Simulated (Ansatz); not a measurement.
# MoS$_{2}$ (P6_3/mmc), a vibration from a frozen displacement

Computed with Ansatz, DFT PBEsol, scalar-relativistic, plane waves, PAW. Cutoff 420 eV, Γ-centred 12×12×2 k-points, Gaussian smearing of 0.05 eV. No spin polarisation. Energies are free energies at this smearing, counted from the undisturbed cell; pressure is positive in compression.

The undisturbed cell (relaxed at this level):

```
Mo S
1.0
     3.14143    0.00000    0.00000
    -1.57072    2.72056    0.00000
     0.00000    0.00000   12.57882
Mo S
2 4
Direct
  0.33333 0.66667 0.25000
  0.66667 0.33333 0.75000
  0.33333 0.66667 0.62605
  0.66667 0.33333 0.12605
  0.33333 0.66667 0.87395
  0.66667 0.33333 0.37395
```

The cell holds layers and no dispersion correction was added, so their binding is poorly described.

Atom 1 (Mo) is moved by x along the Cartesian unit vector (-0.500, -0.866, 0.000); the cell and all other atoms stay fixed. The cell's volume is 107.50 Å³; the moved atoms weigh 95.950 u together and the others 224.190 u. Some rows repeat others by symmetry and weren't run.

```csv
x (Å),ΔE (meV/cell),total force on the moved atoms along the move (eV/Å),pressure (GPa)
-0.1000,104.28,2.0772,0.3271
-0.0900,84.53,1.8724,0.2644
-0.0800,66.84,1.6666,0.2083
-0.0600,37.64,1.2528,0.1157
-0.0400,16.74,0.8365,0.0495
-0.0200,4.19,0.4187,0.0097
0.0000,0.00,0.0000,-0.0035
0.0200,4.19,-0.4187,0.0097
0.0400,16.74,-0.8365,0.0495
0.0600,37.64,-1.2528,0.1157
0.0800,66.84,-1.6666,0.2083
0.0900,84.53,-1.8724,0.2644
0.1000,104.28,-2.0772,0.3271
```

What frequency belongs to this motion?

The force constant is k = −dF/dx = 20.933 eV/Å², from the parabola through x = -0.0200, 0 and 0.0200. In every cell the moved atoms swing against the rest, so the mass is μ = m₁m₂/(m₁ + m₂) = 67.193 u, and ν̃ = 521.5 cm⁻¹ × √(|k|/μ) = 291 cm⁻¹. The pattern needn't be a normal mode: ν̃² is then a weighted mean of the squared nonzero frequencies at the zone centre of this cell, taken without macroscopic field, so it lies between the lowest and the highest of them.

How far does the harmonic law reach?

At x = -0.100 Å, kx²/2 = 104.66 meV against the computed 104.28 meV (-0.4 %): the well is still close to harmonic there.

The pressure changes with x². What does that say about the frequency under compression?

With E = k(V)x²/2, k ∝ V^(−2γ) and x scaling with the cell as V^(1/3), P − P0 = −∂E/∂V = (2γ − 2/3) ΔE/V. At x = 0.0400 Å, V(P − P0) = 107.50 × 0.05302 / 160.2 eV = 35.57 meV and ΔE = 16.74 meV, so γ = 1/3 + V(P − P0)/(2ΔE) = 1.40. This is the Grüneisen parameter of the motion under uniform scaling of the cell: shrinking the cell evenly by 1 % in volume raises the frequency by about 1.40 %.

Cost: 7 runs of about 3 core-minutes in all, on Intel Xeon Platinum 8488C (Sapphire Rapids) (shared hosts).